Tin selenide, SnSe, is built of layers two atoms thick. Strong Sn–Se bonds hold each layer together, while weaker forces act between layers. The table gives the volume at which this crystal settles under seven methods, each with cell and atoms relaxed. The rungs LDA, GGA and meta-GGA name the ingredients of a density functional: the electron density alone, then also its gradient, then also the kinetic-energy density. D3(BJ) and D4 are added energy terms for dispersion, the long-range attraction between fluctuating charges. The basis column is the cutoff energy of the plane waves.

Kohn–Sham DFT with Ansatz for SnSe (Pnma, 8-atom cell), using Ansatz PAW potentials, a 3 × 6 × 6 k mesh and Fermi–Dirac smearing of 0.05 eV, without spin polarization. Cell and atoms are relaxed, without thermal or zero-point motion, to tolerances of 0.01 eV/Å for forces and 0.05 GPa for the stress, which includes the Pulay correction.

| method | rung | basis | equilibrium volume (Å³/atom) |
| --- | --- | --- | --- |
| LDA | LDA | 420 eV | 25.174 |
| PBE | GGA | 420 eV | 28.346 |
| PBE-D3(BJ) | GGA | 420 eV | 26.278 |
| PBEsol-D3(BJ) | GGA | 420 eV | 24.478 |
| PBEsol-D4 | GGA | 420 eV | 24.961 |
| r2SCAN | meta-GGA | 500 eV | 28.297 |
| r2SCAN-D4 | meta-GGA | 500 eV | 27.972 |

**(a) Does the rung of the functional tell you whether the volume will be large or small?**

*Solution.* No. The largest volume, from PBE, and the smallest, from PBEsol-D3(BJ), both belong to the GGA rung and lie 3.9 Å³/atom apart. One rung higher, r2SCAN without dispersion lands almost exactly on PBE. What matters is how a method's energy changes as the atoms approach, and the name of the rung does not fix that.

**(b) Why does adding D3(BJ) to PBE shrink the crystal, and by how much?**

*Solution.* Write the energy per atom as E(V) = E₀(V) + E_d(V), where V is the volume per atom, E₀ the energy from the functional alone and E_d the dispersion term. The crystal settles where the total slope is zero. Near the minimum V₀ of E₀, the slope of E₀ is about B(V − V₀)/V₀, where B is the bulk modulus, the resistance to uniform compression. Setting the two slopes against each other gives

V − V₀ ≈ −(V₀/B) · dE_d/dV.

Dispersion grows stronger as atoms approach, so E_d falls on contraction, its slope is positive and the volume shrinks. A soft crystal shrinks more than a stiff one under the same pull.

PBE describes the bonds within a layer reasonably well but lacks the long-range attraction between layers. With D3(BJ) the volume falls by 2.07 Å³/atom, or 7.3 %. Spread evenly over three directions, that is about 2.5 % in length. One might expect the soft gaps between layers to take more than their share, but the relaxed cell edges do not show it. The long edge, along which the layers are stacked, shortens by 2.6 %, close to the average, while the two edges within the layers shorten by 0.8 % and 4.0 %. Missing attraction between layers is therefore not the whole explanation. The dispersion term pulls on all pairs of atoms, and the layers themselves give way in one direction.

**(c) LDA has no dispersion term, yet its volume is 11 % below that of PBE. Does LDA contain dispersion after all?**

*Solution.* It does not. LDA treats each point as part of a uniform electron gas and is known to bind most solids too tightly. It also gives some attraction between layers whose density tails merely overlap. This attraction fades as fast as the overlap does, whereas true dispersion reaches much further. A compact cell is therefore no proof that the physics between the layers is right.

The gradient terms of a GGA work against this overbinding. They lower the energy where the density varies steeply, as it does in the tails around atoms that move apart, and so they favour a more open crystal. PBE has a strong gradient term of this kind. PBEsol has a weaker one, chosen to suit solids, and theory therefore places its binding between those of LDA and PBE.

**(d) Keep D3(BJ), but replace PBE by PBEsol. What happens, and is the result better?**

*Solution.* By the argument in (c), the cell should shrink, and it does, by 1.80 Å³/atom. That is nearly as much as PBE lost when D3(BJ) was added. The comparison is not perfectly clean, because the constants of the dispersion term are adjusted to each functional. Even so, the choice of functional clearly weighs about as heavily here as the choice to include dispersion.

The measured volume is roughly 26 to 27 Å³/atom, a recalled value for room temperature. PBE-D3(BJ) falls inside this range, while both PBEsol rows fall below it. The likely reason is that a functional which already binds tightly has received a further pull, though the table has no PBEsol row without dispersion to show this. The calculation omits thermal expansion, which would raise the computed volumes, probably by about a percent, so the low rows are somewhat less wrong than they look.

**(e) Does a dispersion term that lowers the energy more also shrink the crystal in proportion?**

*Solution.* This simple picture fails. The total energies of the same runs show that D3(BJ) lowers PBE by 0.36 eV/atom and D4 lowers r2SCAN by 0.14 eV/atom, each taken between the two relaxed crystals. The ratio is 2.5. The contractions, however, differ by a factor of 6.4, since D4 takes only 0.33 Å³/atom from r2SCAN.

The relation in (b) shows why the two ratios need not agree: the volume responds to the slope of the dispersion energy, not to its depth. A term that lowers the energy of the crystal by the same amount at all volumes near the minimum, but leaves separate atoms alone, would strengthen the binding and leave the volume untouched. The stiffness B enters as well, and it can differ between functionals.

A likely reason for the weak contraction lies in the damping. At short distance, where the functional itself should describe the attraction, damping levels the dispersion energy of a pair of atoms off to a constant, so that its pull fades. r2SCAN already captures part of the attraction at medium range, so its correction is damped out to larger distances. Close pairs of atoms then add depth but little slope. These volumes and energies fit that reading but do not test it.

Whatever the cause, r2SCAN-D4 remains 3.6 % above even the upper end of the rough measured range. In these runs, a higher rung with a modern dispersion term has not brought the crystal to its measured volume. Part of the excess may come from the potentials, which were generated for PBE and not for r2SCAN. The small contraction should not be blamed on D4 alone either, because the comparison with PBE-D3(BJ) changes the functional and the dispersion term together. On the common ground of PBEsol, D4 gives a volume only 0.48 Å³/atom larger than D3(BJ) does.

**(f) The band gap of PBE falls by 0.19 eV when D3(BJ) is added. Does dispersion act on the electrons?**

*Solution.* Not directly. The D3(BJ) energy depends only on where the atoms are and adds nothing to the potential that the electrons feel. The gap changes because the atoms have moved. The likely mechanism is that in the tighter crystal the orbitals overlap more, so that the bands broaden and their edges approach each other. The other two pairs that share a functional agree, since in each the smaller cell has the smaller gap.

PBE and r2SCAN provide a rough control. Their volumes are nearly equal, yet the gap of r2SCAN is 0.38 eV larger, which points to the functional itself. The control is imperfect, however, because the equal volumes hide different shapes: the longer of the two edges within the layers is 4.568 Å with PBE and 4.698 Å with r2SCAN. Part of the gap difference may therefore come from the structure, and no run applies both functionals to the same cell to separate the two effects. Someone who needs a gap must therefore ask two separate questions: which functional gave the bands, and which method gave the structure. The gaps are read on a mesh of k points and may miss the exact band edges, so small changes deserve caution.

**(g) PBE gives a volume 0.049 Å³/atom larger than r2SCAN. Is that a real difference between the functionals?**

*Solution.* It should not be read as one. A relaxation stops once the remaining stress is below a set tolerance, here 0.05 GPa. The relation in (b) turns such a leftover pressure p into a volume error, with p in place of the slope of the dispersion energy. With a rough recalled bulk modulus of 30 GPa,

ΔV ≈ V · p/B = 28.35 Å³/atom × 0.05 GPa / 30 GPa ≈ 0.05 Å³/atom.

The tolerance alone thus permits an error as large as the difference in question. The pressures actually left in the runs are smaller, and they do not explain the difference: both crystals are still slightly compressed, PBE more so, and further relaxation would move the volumes apart. But the two rows also differ in cutoff energy, and both use potentials made for PBE, which suit r2SCAN less well. No run tests how much either matters. Treating the volumes as equal is the safe reading. That does not make the crystals equal: their edges differ by about 1 to 3 %, and these differences nearly cancel in the volume.

The same yardstick shows which statements stand. The contraction of r2SCAN by D4 is more than six times this error, and that of PBE by D3(BJ) about forty times. Between rows of equal cutoff, differences of a few tenths of an Å³/atom can carry an argument. The second decimal is already doubtful, and the third should be ignored. The printed output that follows lists the main differences and ratios used in these solutions.

The analysis program printed:

```
Volume against PBE and gap on the mesh:
            row  volume in A^3 per atom  percent from PBE  gap in eV
            LDA                   25.17            -11.19     0.3745
            PBE                   28.35                 0     0.6484
     PBE-D3(BJ)                   26.28            -7.296     0.4631
  PBEsol-D3(BJ)                   24.48            -13.65     0.2562
      PBEsol-D4                   24.96            -11.94     0.3345
         r2SCAN                    28.3           -0.1729      1.027
      r2SCAN-D4                   27.97            -1.319      0.992
Spread of all rows, also the spread of the GGA rung, A^3/atom: 3.868
PBE less r2SCAN, A^3/atom: 0.049
Contraction of PBE by D3(BJ), A^3/atom: 2.068
Contraction of PBE by D3(BJ), percent of volume: 7.296
Same contraction as mean edge length, percent: 2.494
Contraction of r2SCAN by D4, A^3/atom: 0.325
Contraction of r2SCAN by D4, percent of volume: 1.149
Ratio of the two contractions: 6.363
Energy lowering of PBE by D3(BJ), each at its own minimum, eV/atom: 0.355
Energy lowering of r2SCAN by D4, each at its own minimum, eV/atom: 0.1408
Ratio of the two energy lowerings: 2.521
PBEsol-D4 less PBEsol-D3(BJ), A^3/atom: 0.483
PBE-D3(BJ) less PBEsol-D3(BJ), A^3/atom: 1.8
Gap change of PBE on adding D3(BJ), eV: -0.1853
Gap change of r2SCAN on adding D4, eV: -0.035
Gap change from PBEsol-D4 to PBEsol-D3(BJ), eV: -0.07831
Gap of r2SCAN less gap of PBE, eV: 0.3787
Largest volume shift from the residual pressure, rough, A^3/atom: 0.02442
Volume shift of PBE for the stress tolerance of 0.05 GPa, rough, A^3/atom: 0.04724
Rows above the rough measured range of 26 to 27 A^3/atom: 3
Rows below that range: 3
r2SCAN-D4 above the upper end of that range, percent: 3.6
```
